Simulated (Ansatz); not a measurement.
Ansatz input

```yaml
crystal:
  lattice:
    - [-3.1935354058, 2.8584601444, 1.4648124666]
    - [2.8584601444, -3.1935354058, 1.4648124666]
    - [2.8524000117, 2.8524000117, -2.0785034214]
  atoms:
    - { symbol: In, position: [0.9915339069, 0.0084660931, 1.0] }
    - { symbol: In, position: [0.7584660931, 0.2415339069, 0.5] }
hamiltonian:
  xc: lda
  pseudopotentials:
    kind: paw
    azcp:
      In: "pseudopotentials/In.paw.azcp"
basis:
  ecutwfc: 420
  fft_grid_basis: typed
kpoints:
  mp_grid: { grid: [15, 15, 10], shift: [0, 0, 0] }
magnetization:
  spin_polarized: false
scf:
  occupations: { method: fermi_dirac, width: 0.1 }
  lower_state_search: "off"
output:
  stress: true
```

Output

```
Warning: the record states the generating functional pbe (its physics header spells it `PBE`), which answers neither for hamiltonian.xc's functional nor for the lda family's — results may be inconsistent (PPs are generated against a specific XC)
Engine: ansatz 0.2.0, aarch64-unknown-linux-gnu
Pseudopotentials: kind: paw
Pseudopotential: In, paw, valence charge 13, recommended cutoff 420 eV (normal) 
Functional definition: SPW92
  exchange = slater_x
  correlation = pw_c
Crystal: 2 atoms, lattice volume = 46.358 Å³
Basis set: ecut = 420 eV, 911 PW (Γ)
Bands: 17, of which v1, the nominal top of the filled ones, is band 13 counted from 1 (12 counted from 0)
Symmetry: 4 space group operations
Space group: C2/c (ITA 15), of the structure as read, at distance tolerance 3.6e-5 Å
k-points: 608 of 2250
Non-local potential: In, projectors of the file, l = 0: 2, l = 1: 2, l = 2: 2, l = 3: 2
PAW form: soft (Blöchl's): semilocal exchange-correlation on the pseudo side does not see the compensation charge
PAW frozen core: In, regenerated for the run's functional, and the local potential with it (the file was generated under x = pbe(κ = 0.804, μ = 0.2195149727645171), c = pbe(β = 0.06672455060314922))
PAW one-centre angular grid: In, 590 points (default); XC on 64 Gauss nodes
Initial density: superposition of atomic densities (neutral atoms: chi_scale 0, normalization atom), corrected by the library's trained network
Initial wavefunctions: pseudopotential atomic-orbital guess
Functional: x = slater, c = lda
SCF iter   1: F=—  HF=-10914.262433 eV  |F-HF|=—  |Δ(HF+E_count)|=         —  Δρ=7.83e-3  dr2=1.55e-2  ethr=1.77e-3  ⟨swp⟩=5.6  Hψ=51145  notcnv=0
SCF iter   2: F=—  HF=-10914.254989 eV  |F-HF|=—  |Δ(HF+E_count)|=   7.44e-3  Δρ=3.80e-3  dr2=3.59e-3  ethr=5.94e-5  ⟨swp⟩=1.4  Hψ=17196  notcnv=0
SCF iter   3: F=—  HF=-10914.253799 eV  |F-HF|=—  |Δ(HF+E_count)|=   1.19e-3  Δρ=5.12e-4  dr2=1.35e-4  ethr=1.38e-5  ⟨swp⟩=2.0  Hψ=16416  notcnv=0
SCF iter   4: F=—  HF=-10914.253782 eV  |F-HF|=—  |Δ(HF+E_count)|=   1.66e-5  Δρ=4.69e-4  dr2=5.55e-5  ethr=5.18e-7  ⟨swp⟩=2.0  Hψ=18260  notcnv=0
SCF iter   5: F=—  HF=-10914.253756 eV  |F-HF|=—  |Δ(HF+E_count)|=   2.55e-5  Δρ=6.88e-5  dr2=2.06e-6  ethr=2.13e-7  ⟨swp⟩=2.0  Hψ=16413  notcnv=0
SCF iter   6: F=—  HF=-10914.253756 eV  |F-HF|=—  |Δ(HF+E_count)|=   6.45e-8  Δρ=3.59e-5  dr2=5.39e-7  ethr=7.94e-9  ⟨swp⟩=2.0  Hψ=17286  notcnv=0
SCF iter   7: F=-10914.253756 eV  HF=-10914.253756 eV  |F-HF|=3.32e-8  |Δ(HF+E_count)|=   2.18e-7  Δρ=8.62e-6  dr2=3.68e-8  ethr=3.85e-10  ⟨swp⟩=3.9  Hψ=40025  notcnv=0
SCF 1 converged in 7 iterations: F = -10914.253756 eV  dr2 = 3.68e-8
SCF converged after 7 iterations
Free energy (F): -10914.253756 eV
Harris-Foulkes:  -10914.253756 eV  (|F-HF|=3.32e-8)
Internal energy: -10914.230071 eV  (E = F + TS)
E sigma→0 (E₀):  -10914.241914 eV
Entropy (-TS):   -0.023685 eV (-11.843 meV/atom)
Fermi energy:    11.673832 eV
--- Per-component energies (eV) ---
  E_band       = -15.555627
  E_kinetic    = 488.947281
  E_local      = -2054.293353  (includes V_loc(G=0)·N_el)
  E_nonlocal   = 738.466057
  E_hartree    = 808.735604
  E_xc         = -429.981006
  E_vxc        = -205.667846  (∫ρ·V_xc dr)
  E_paw        = -8026.879908  (= ΣΔE_a)
  E_vpaw       = -600.469381  (= ΣTr[D̂ρ^β])
  E_aug_tail   = 0.000050  (compensation charges beyond the density's cutoff)
  E_ewald      = -2439.793870
  E_core_change = 0.569073  (= ΣΔE_core)
  E_smearing   = -0.023685  (= −TS)
  E_closure    = -0.000000  (closes the sum)
  Σ components = -10914.253756   (vs F -10914.253756, Δ=0.00e0)
--- Stress (GPa, compression-positive) ---
        4.834674      -0.456201      -0.101991
       -0.456201       4.834674      -0.101991
       -0.101991      -0.101991       5.226849
  P = ⅓ Tr σ = 4.9654 GPa (49.654 kbar)
```
